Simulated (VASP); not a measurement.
The system is Bi.

```xyz
1
Lattice="3.2522 0.0000 0.0000 0.0000 3.2522 0.0000 0.0000 0.0000 3.2522" Properties=species:S:1:pos:R:3 pbc="T T T"
Bi    0.0000    0.0000    0.0000
```

The cell was built by a generator and needn't be a form met in nature.

- Program: VASP 6.6.1
- Task: relaxation of cell and atoms
- Functional: RPBE
- Potentials or basis: VASP PAW PBE potentials, release 64 (Bi_d)
- Cutoff: 600 eV
- k mesh: 10 × 10 × 10
- Occupations: fermi-dirac, width 0.1 eV
- Spin: no spin polarisation

At the start: pressure 2.4 GPa; volume 34.40 Å³/atom.

Q: Where does the relaxation end?

A: Over 3 steps the energy falls by 12.8 meV/atom and the volume is 36.19 Å³/atom (+5.2 %); space group Pm-3m (No. 221, to 0.05 Å).

Step by step:
| step | energy change (eV) | largest force (eV/Å) | pressure (GPa) | volume (Å³) |
| --- | --- | --- | --- | --- |
| 1 | 0.0000 | 0.0000 | 2.42 | 34.40 |
| 2 | -0.0103 | 0.0000 | -0.89 | 37.05 |
| 3 | -0.0128 | 0.0000 | -0.01 | 36.19 |

Final structure:
```cif
data_structure
_symmetry_space_group_name_H-M 'P 1'
_symmetry_Int_Tables_number 1
_cell_length_a 3.3077
_cell_length_b 3.3077
_cell_length_c 3.3077
_cell_angle_alpha 90.000
_cell_angle_beta 90.000
_cell_angle_gamma 90.000
_cell_volume 36.19
loop_
_atom_site_label
_atom_site_type_symbol
_atom_site_fract_x
_atom_site_fract_y
_atom_site_fract_z
_atom_site_occupancy
Bi1 Bi 0.00000 0.00000 0.00000 1
```

Caveat: the PAW data sets were made with another functional, which shifts forces and pressure a little.
